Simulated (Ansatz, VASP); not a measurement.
# One calculation of Au, two programs

```
Au
1.0
     3.20762    0.00000    0.00000
     0.00000    3.20762    0.00000
     0.00000    0.00000    3.49939
Au
2
Direct
  0.00000 0.00000 0.00000
  0.50000 0.50000 0.50000
```

Change from the starting cell: uniaxial strain along c, a, b and atoms relaxed: +6.0 %.

Alike in both runs: functional PBE; k mesh 12 × 12 × 12; occupations gaussian, width 0.1 eV; no spin polarisation.

Ansatz relaxed the structure, and its values are those at the end. VASP's run is a single point on that final structure, the one shown.

```csv
,VASP,Ansatz
version,VASP 6.6.1,Ansatz 0.2.0
potentials or method,"VASP PAW PBE potentials, release 64 (Au)","scalar-relativistic, plane waves, PAW"
plane-wave cutoff (eV),520,420
valence electrons in the cell,22,38
```

```tsv
	VASP	Ansatz	Ansatz less VASP
gap on the k mesh at the Fermi level (eV)	none	none	-
pressure (GPa)	0.0	0.2	+0.15
```

A gap of «none» marks a metal or a gap that the smearing closes. The two sets of potentials don't hold the same shells in valence.

The runs have no spin-orbit coupling, so splittings on Au are missing.
